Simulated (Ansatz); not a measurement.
Wires are cut from relaxed bulk LiF (Fm-3m, 8.05 Å³/atom, gap on the mesh 9.05 eV); atoms and period are relaxed, and energies count from that bulk.

Method: DFT PBEsol, scalar-relativistic, plane waves, PAW (Ansatz).

Cutoff 420 eV, Gaussian smearing of 0.05 eV, energies at zero smearing, symmetry of each start kept, no spin polarisation.

```csv
start,atoms,k mesh,excess energy (eV per host atom),line energy (eV/Å),period (Å),gap on the mesh (eV),highest filled level or Fermi level under vacuum (eV)
"[001] wire, 10 host atoms a period",10,1×1×8,0.297,0.847,3.513,6.35,7.41
"[001] wire, 16 host atoms a period",16,1×1×8,0.140,0.603,3.725,6.86,7.81
```

Each run keeps its start's symmetry and one magnetic start, so lower states can exist.

Cost: 2 runs of about 5 core-minutes in all, on Intel Xeon Platinum 8259CL (Skylake/Cascade Lake) (shared hosts).